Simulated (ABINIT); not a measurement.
HgTe (Coloradoite):

```
CELL_PARAMETERS angstrom
0.00000 3.21450 3.21450
3.21450 0.00000 3.21450
3.21450 3.21450 0.00000
ATOMIC_POSITIONS crystal
Hg 0.00000 0.00000 0.00000
Te 0.75000 0.75000 0.75000
```

Base run:

| Item | Value |
| --- | --- |
| Program | ABINIT 10.8.3 (patched build) |
| Functional | LDA |
| Potentials or basis | PseudoDojo NC SR LDA v0.4.1 standard |
| Cutoff | 925 eV |
| k mesh | 5 × 5 × 5 |
| Occupations | fermi-dirac, width 0.05 eV |
| Spin | no spin polarisation |

Its results: band gap on the k mesh none (metal or under the smearing width); pressure 0.1 GPa.

The run is repeated on the same cell with these changes: functional from LDA to PBEsol; potentials or basis from PseudoDojo NC SR LDA v0.4.1 standard to PseudoDojo NC SR PBEsol v0.4.1 standard. What comes out?

Band gap on the k mesh none (metal or under the smearing width); pressure 1.7 GPa.

Caveats: the cutoff is short for stress, so the pressure is rough.
